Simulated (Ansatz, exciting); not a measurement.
Given: the input of a run of Ansatz 0.2.0 on Ru (Ruthenium). Atoms were shifted at random by some hundredths of an Å from the given cell, which wasn't relaxed again for these runs. 

The input input.yaml:

```yaml
crystal:
  lattice:
    - [2.7058, 0.0, 0.0]
    - [-1.3529, 2.3432915376, 0.0]
    - [0.0, 0.0, 4.2819]
  atoms:
    - { symbol: Ru, position: [0.672362, 0.343846, 0.745184] }
    - { symbol: Ru, position: [0.321574, 0.680431, 0.243667] }
kpoints:
  mp_grid: { grid: [11, 11, 6] }
scf:
  occupations: { method: fermi_dirac, width: 0.05 }
hamiltonian:
  xc: pbesol
  pseudopotentials: { kind: all_electron, lapw: { basis_error: 0.001 } }
output:
  forces: true
  stress: true
  eigenvalues: true
  populations: true
```

Potentials or basis: all-electron LAPW, scalar-relativistic.

Launch:

```bash
$ ansatz run input.yaml --threads 1 --pin off --max-ram 3072MiB --backend cpu --events-out ev --progress --plain --runs-dir out
```

Task: What does the same run look like in exciting (release sodium)? Potentials or basis there: all-electron LAPW+lo, shipped species files, valence relativity iora*.

Result: As run (cutoffs and basis follow the program's own potentials, and thresholds, step limits or extra output files can differ):

File input.xml:

```xml
<input>
  <title>Ru</title>
  <structure speciespath="./" tshift="false">
    <crystal scale="1">
      <basevect>5.113220948012 0.000000000000 0.000000000000</basevect>
      <basevect>-2.556610474006 4.428179236217 0.000000000000</basevect>
      <basevect>0.000000000000 0.000000000000 8.091618293035</basevect>
    </crystal>
    <species speciesfile="Ru.xml" rmt="2.3">
      <atom coord="0.672362000000 0.343846000000 0.745184000000"/>
      <atom coord="0.321574000000 0.680431000000 0.243667000000"/>
    </species>
  </structure>
  <groundstate do="fromscratch" ngridk="11 11 6" rgkmax="9" gmaxvr="14" lmaxapw="10" lmaxmat="10" lmaxvr="8" xctype="GGA_PBE_SOL" stype="Fermi Dirac" swidth="0.00183747" nempty="18" ValenceRelativity="iora*" epsengy="1e-05" epspot="1e-05" maxscl="60" tforce="true" outputlevel="normal"/>
</input>
```

Potentials or basis: all-electron LAPW+lo, shipped species files, valence relativity iora*.

The run is started by

```bash
$ OMP_NUM_THREADS=1 exciting_smp
```

Both were run:

|  | Ansatz | exciting |
| --- | --- | --- |
| Largest force | 0.346 eV/Å | 0.350 eV/Å |

Where Ansatz's input types no cutoff or centring, it takes its own default and a Γ-centred mesh.
